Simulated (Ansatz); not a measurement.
The cell comes from COD entry 1523630, which wasn't checked; take it as a given geometry. The listed cell was then made from it by scaling, straining or moving an atom.

An input for TaN: DFT, PBEsol, PAW with Ansatz's default frozen-core files, scalar-relativistic (Ansatz 0.2.0). The PAW files were made with PBE; their cores are remade for this functional.

Command: `ansatz run input.yaml --threads 1 --pin off --max-ram 4096MiB --backend cpu --events-out ev --progress --plain --runs-dir out` The run took 24 s on 1 thread of AMD EPYC 7R43 64-Core Processor (Zen 3), with other jobs on the host, peak memory 0.62 GiB.

```yaml
crystal:
  lattice:
    - [3.0480019786, -0.0152400099, -0.0152400099]
    - [-1.537199225, 2.6472671492, -0.0055782308]
    - [-0.02459, -0.02459, 4.918]
  atoms:
    - { symbol: Ta, position: [0.0, 0.0, 0.0] }
    - { symbol: Ta, position: [0.0, 0.0, 0.5] }
    - { symbol: "N", position: [0.3333333333, 0.6666666667, 0.25] }
    - { symbol: "N", position: [0.6666666667, 0.3333333333, 0.75] }
kpoints:
  mp_grid: { grid: [11, 11, 6] }
scf:
  occupations: { method: fermi_dirac, width: 0.01 }
hamiltonian:
  xc: pbesol
  pseudopotentials: { kind: paw }
output:
  forces: true
  stress: true
  eigenvalues: true
  efg: { contact_densities: true }
  write_density: true
  write_potential: true
  elf: true
  volumetric_format: npy
```

Set-up and iterations as logged by Ansatz (the results part is left out, to be predicted):

```
Engine: ansatz 0.2.0
Pseudopotentials: kind: paw
Pseudopotential: Ta, paw, valence charge 13, recommended cutoff 420 eV (normal)
Pseudopotential: N, paw, valence charge 5, recommended cutoff 420 eV (normal)
Functional definition: PBEsol
  exchange = pbesol_x
  correlation = pbesol_c
Crystal: 4 atoms, lattice volume = 39.566 Å³
Basis set: ecut = 420 eV, 769 PW (Γ), exchange–correlation on 48×48×72 points (8 copies of the dense FFT grid, shifted against one another)
Bands: 22, of which v1, the nominal top of the filled ones, is band 18 counted from 1 (17 counted from 0)
Symmetry: 2 space group operations
Space group: P-1 (ITA 2), of the structure as read, at distance tolerance 3.4e-5 Å
k-points: 364 of 726
Non-local potential: Ta, projectors of the file, l = 0: 3, l = 1: 2, l = 2: 2, l = 3: 1
Non-local potential: N, projectors of the file, l = 0: 2, l = 1: 2, l = 2: 1
PAW form: soft (Blöchl's): semilocal exchange-correlation on the pseudo side does not see the compensation charge
PAW frozen core: Ta, regenerated for the run's functional, and the local potential with it (the file was generated under x = pbe(κ = 0.804, μ = 0.2195149727645171), c = pbe(β = 0.06672455060314922))
PAW frozen core: N, regenerated for the run's functional, and the local potential with it (the file was generated under x = pbe(κ = 0.804, μ = 0.2195149727645171), c = pbe(β = 0.06672455060314922))
PAW one-centre angular grid: Ta, 590 points (default); XC on 64 Gauss nodes
PAW one-centre angular grid: N, 110 points (default); XC on 64 Gauss nodes
Initial density: superposition of atomic densities (neutral atoms: chi_scale 0, normalization atom), corrected by the library's trained network
Initial wavefunctions: pseudopotential atomic-orbital guess
Functional: x = pbesol(κ = 0.804, μ = 0.12345679012345678), c = pbesol(β = 0.046)
SCF iter   1: F=—  HF=-20372.045963 eV  |F-HF|=—  |Δ(HF+E_count)|=         —  Δρ=2.07e-2  dr2=9.95e-2  ethr=1.77e-3  ⟨swp⟩=6.0  Hψ=37861  notcnv=0
SCF iter   2: F=—  HF=-20372.022745 eV  |F-HF|=—  |Δ(HF+E_count)|=   2.32e-2  Δρ=9.20e-3  dr2=1.55e-2  ethr=2.76e-4  ⟨swp⟩=2.0  Hψ=12344  notcnv=0  defer=9
SCF iter   3: F=—  HF=-20372.018785 eV  |F-HF|=—  |Δ(HF+E_count)|=   3.96e-3  Δρ=3.26e-3  dr2=2.03e-3  ethr=4.31e-5  ⟨swp⟩=2.0  Hψ=9373  notcnv=0  defer=27
SCF iter   4: F=—  HF=-20372.018315 eV  |F-HF|=—  |Δ(HF+E_count)|=   4.70e-4  Δρ=3.15e-4  dr2=1.59e-5  ethr=5.64e-6  ⟨swp⟩=2.8  Hψ=15192  notcnv=0  defer=27
SCF iter   5: F=—  HF=-20372.018336 eV  |F-HF|=—  |Δ(HF+E_count)|=   2.17e-5  Δρ=6.74e-5  dr2=2.24e-6  ethr=4.41e-8  ⟨swp⟩=2.0  Hψ=11486  notcnv=0  defer=27
SCF iter   6: F=—  HF=-20372.018336 eV  |F-HF|=—  |Δ(HF+E_count)|=   3.24e-7  Δρ=2.18e-5  dr2=1.92e-7  ethr=6.22e-9  ⟨swp⟩=2.4  Hψ=10954  notcnv=0  defer=27
SCF iter   7: F=-20372.018336 eV  HF=-20372.018336 eV  |F-HF|=8.52e-9  |Δ(HF+E_count)|=   3.32e-8  Δρ=7.54e-6  dr2=1.75e-8  ethr=2.78e-10  ⟨swp⟩=9.2  Hψ=50586  notcnv=0
```

Task: What pressure will this run report?

Result: 48.5 GPa (positive in compression).

Task: How large will the largest force be?

Result: 0.197 eV/Å.
